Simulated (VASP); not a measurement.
Calculation: rev-vdW-DF2, VASP's PBE PAW potentials (set 64) (plane waves; VASP).

The input files of a VASP run:

INCAR:
```
AGGAC  =  0.0
ALGO  =  Normal
EDIFF  =  1E-7
ENCUT  =  520
GGA  =  MK
ISIF  =  2
ISMEAR  =  -5
LASPH  =  .True.
LCHARG  =  .True.
LMAXMIX  =  4
LORBIT  =  11
LREAL  =  .False.
LUSE_VDW  =  .True.
LWAVE  =  .False.
NEDOS  =  601
NELM  =  100
PARAM1  =  0.1234568
PARAM2  =  0.7114
PREC  =  Accurate
SYSTEM  =  AlSb
ZAB_VDW  =  -1.8867
```

KPOINTS:
```
Automatic mesh
0
Gamma
8 8 8
0 0 0
```

**POSCAR**
```
AlSb
1
    0.0000000000     3.1023385266     3.1023385266
    3.1023385266     0.0000000000     3.1023385266
    3.1023385266     3.1023385266     0.0000000000
Al Sb
1 1
Direct
  0.0000000000   0.0000000000   0.0000000000
  0.2500000000   0.2500000000   0.2500000000
```

POTCAR, in this order: Al Sb (PBE.64 set). Program: vasp_std.

Output

File OSZICAR:
```
       N       E                     dE             d eps       ncg     rms          rms(c)
DAV:   1     0.208627627991E+02    0.20863E+02   -0.27663E+03   464   0.721E+02
DAV:   2    -0.495009012757E+01   -0.25813E+02   -0.25509E+02   640   0.882E+01
DAV:   3    -0.550551902961E+01   -0.55543E+00   -0.55543E+00   584   0.173E+01
DAV:   4    -0.551004989037E+01   -0.45309E-02   -0.45309E-02   712   0.195E+00
DAV:   5    -0.551006600619E+01   -0.16116E-04   -0.16116E-04   600   0.998E-02    0.308E+00
DAV:   6    -0.544237047231E+01    0.67696E-01   -0.12162E-01   536   0.168E+00    0.191E+00
DAV:   7    -0.542369877925E+01    0.18672E-01   -0.10677E-01   552   0.174E+00    0.448E-01
DAV:   8    -0.542388604606E+01   -0.18727E-03   -0.70081E-03   504   0.497E-01    0.984E-02
DAV:   9    -0.542401526127E+01   -0.12922E-03   -0.40821E-04   560   0.153E-01    0.252E-02
DAV:  10    -0.542402241432E+01   -0.71531E-05   -0.18203E-05   616   0.251E-02    0.122E-02
DAV:  11    -0.542403106641E+01   -0.86521E-05   -0.10204E-05   488   0.261E-02    0.330E-03
DAV:  12    -0.542403120806E+01   -0.14165E-06   -0.19532E-07   664   0.328E-03    0.974E-04
DAV:  13    -0.542403128894E+01   -0.80882E-07   -0.28001E-08   360   0.134E-03
   1 F= -.54240313E+01 E0= -.54240313E+01  d E =0.000000E+00
```

### OUTCAR
```
------------------------ aborting loop because EDIFF is reached ----------------------------------------
  FORCE on cell =-STRESS in cart. coord.  units (eV):
  Direction    XX          YY          ZZ          XY          YZ          ZX
  --------------------------------------------------------------------------------------
  Total        0.0015001      0.0015001      0.0015001      0.0000000      0.0000000     -0.0000000
  in kB        0.0402463      0.0402463      0.0402463      0.0000000      0.0000000     -0.0000000
  external PRESSURE =       0.0402463 kB  Pullay stress =       0.0000000 kB
  volume of cell :       59.72
      direct lattice vectors                 reciprocal lattice vectors
     0.000000000  3.102338527  3.102338527    -0.161168743  0.161168743  0.161168743
     3.102338527  0.000000000  3.102338527     0.161168743 -0.161168743  0.161168743
     3.102338527  3.102338527  0.000000000     0.161168743  0.161168743 -0.161168743
 POSITION                                       TOTAL-FORCE (eV/Angst)
 -----------------------------------------------------------------------------------
      0.00000      0.00000      0.00000        -0.000000     -0.000000     -0.000000
      1.55117      1.55117      1.55117         0.000000      0.000000      0.000000
 -----------------------------------------------------------------------------------
    total drift:                               -0.000000     -0.000000     -0.000000
  FREE ENERGIE OF THE ION-ELECTRON SYSTEM (eV)
  ---------------------------------------------------
  free  energy   TOTEN  =        -5.4240312889 eV

  energy  without entropy=       -5.4240312889  energy(sigma->0) =       -5.42403129

 total charge

# of ion       s       p       d       tot
------------------------------------------
    1        0.414   0.345   0.000   0.759
    2        1.116   1.402   0.022   2.541
--------------------------------------------------
tot          1.531   1.747   0.022   3.300
```
(Selected blocks of OUTCAR.)

**OUTCAR**
```
 val. band max:        4.4314390756   @ k =   0.0000   0.0000   0.0000

 cond. band min:       5.6665571092   @ k =   0.5000   0.0000   0.0000


 Fermi energy:         4.4343616023

 k-point     1 :       0.0000    0.0000    0.0000
  band No.  band energies     occupation
      1      -6.1265      2.00000
      2       4.4314      2.00000
      3       4.4314      2.00000
      4       4.4314      2.00000
      5       5.7497      0.00000
      6       7.5335      0.00000
      7       7.5335      0.00000
      8       7.5335      0.00000

 k-point     2 :       0.1250    0.0000    0.0000
  band No.  band energies     occupation
      1      -5.9888      2.00000
      2       2.9854      2.00000
      3       4.2513      2.00000
      4       4.2513      2.00000
      5       6.3536      0.00000
      6       7.8098      0.00000
      7       7.8098      0.00000
      8       8.1032      0.00000

 k-point     3 :       0.2500    0.0000    0.0000
  band No.  band energies     occupation
      1      -5.6031      2.00000
      2       1.1639      2.00000
      3       3.9117      2.00000
      4       3.9117      2.00000
      5       6.0853      0.00000
      6       8.2016      0.00000
      7       8.2016      0.00000
      8       9.8483      0.00000

 k-point     4 :       0.3750    0.0000    0.0000
  band No.  band energies     occupation
      1      -5.0925      2.00000
      2      -0.2657      2.00000
      3       3.6490      2.00000
      4       3.6490      2.00000
      5       5.7779      0.00000
      6       8.2218      0.00000
      7       8.2218      0.00000
      8      11.0108      0.00000

 k-point     5 :       0.5000    0.0000    0.0000
  band No.  band energies     occupation
      1      -4.8106      2.00000
      2      -0.8608      2.00000
      3       3.5546      2.00000
      4       3.5546      2.00000
      5       5.6666      0.00000
      6       8.1610      0.00000
      7       8.1610      0.00000
...
```

Unless said otherwise, spin-orbit coupling is left out, though it shifts the bands of the heavy elements here.

The compound is AlSb in the zinc blende structure. It was relaxed first.
